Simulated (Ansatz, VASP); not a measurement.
**SnTe: VASP beside Ansatz**

```
Te Sn
1.0
     0.00000    3.15085    3.15085
     3.15085    0.00000    3.15085
     3.15085    3.15085    0.00000
Te Sn
1 1
Direct
  0.50000 0.50000 0.50000
  0.00000 0.00000 0.00000
```

Alike in both runs: task single point; functional PBE; k mesh 7 × 7 × 7; occupations gaussian, width 0.016 eV; no spin polarisation.

```csv
,VASP,Ansatz
version,VASP 6.6.1,Ansatz 0.2.0
potentials or method,"VASP PAW PBE potentials, release 64 (Te, Sn_d)",Ansatz PAW
plane-wave cutoff (eV),520,420
valence electrons in the cell,20,30
```

```csv
,VASP,Ansatz,Ansatz less VASP
gap on the k mesh at the Fermi level (eV),0.66,0.66,+0.001
least direct gap on the mesh (eV),0.66,0.66,+0.001
pressure (GPa),2.2,2.2,+0.06
```

The two sets of potentials don't hold the same shells in valence.

Spin-orbit coupling is left out, which matters for the levels of Te.
